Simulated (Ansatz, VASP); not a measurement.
**NaH: VASP beside Ansatz**

The input INCAR:

```
SYSTEM = NaH
PREC = Accurate
ENCUT = 520
EDIFF = 1E-7
ISMEAR = 0
SIGMA = 0.01
LREAL = .False.
LASPH = .True.
NELM = 100
ALGO = Normal
ISIF = 2
LWAVE = .False.
LCHARG = .False.
GGA = PS
NBANDS = 11
```

Contents of KPOINTS:

```
Automatic mesh
0
Gamma
  8 8 8
  0 0 0
```

POSCAR

```
NaH
1.0
    2.2944277330      2.2944277330      0.0000000000
   -2.2944277330      2.2944277330      0.0000000000
    0.0000000000      2.2944277330      2.2944277330
Na H
1 1
Direct
    0.0000000000      0.0000000000      0.0000000000
    0.5000000000      0.5000000000      0.0000000000
```

Input for Ansatz:

```yaml
crystal:
  lattice:
    - [2.29442773295, 2.29442773295, 0.0]
    - [-2.29442773295, 2.29442773295, 0.0]
    - [0.0, 2.29442773295, 2.29442773295]
  atoms:
    - { symbol: Na, position: [0.0, 0.0, 0.0] }
    - { symbol: H, position: [0.5, 0.5, 0.0] }
kpoints:
  mp_grid: { grid: [8, 8, 8] }
scf:
  occupations: { method: fixed }
  convergence: { dr2_threshold: 1.0e-10 }
hamiltonian:
  xc: pbesol
  pseudopotentials: { kind: all_electron, lapw: { basis_error: 0.0005 } }
output:
  forces: true
  stress: true
  eigenstates:
    kpoints:
      - [0.0, 0.0, 0.0]
      - [0.5, 0.0, 0.0]
      - [0.0, 0.5, 0.5]
      - [0.0, -0.5, 0.0]
      - [0.5, 0.0, 0.5]
      - [-0.75, 0.25, -0.25]
      - [-0.75, -0.25, -0.5]
      - [-0.5, -0.5, -0.75]
      - [-0.5, -0.5, -0.5]
      - [-0.5, 0.5, 0.0]
      - [0.0, 0.0, -0.5]
  eigenvalues: true
```

Alike in both runs: task single point; functional PBEsol; k mesh 8 × 8 × 8; no spin polarisation.

```csv
,VASP,Ansatz
version,VASP 6.6.1,Ansatz 0.2.0
potentials or method,"VASP PAW PBE potentials, release 64 (Na_pv, H)","all-electron LAPW, scalar-relativistic"
plane-wave cutoff (eV),520,see its input
occupations,"gaussian, width 0.01 eV",fixed
```

```tsv
	VASP	Ansatz	Ansatz less VASP
gap on the k mesh at the Fermi level (eV)	3.81	3.81	+0.003
pressure (GPa)	4.0	4.0	-0.03
```

Ansatz ran all-electron here, so the differences hold the error of VASP's frozen core and of both bases.

Caveats: the PAW data sets were made with another functional, which shifts forces and pressure a little (VASP). A k mesh can miss the band edges.
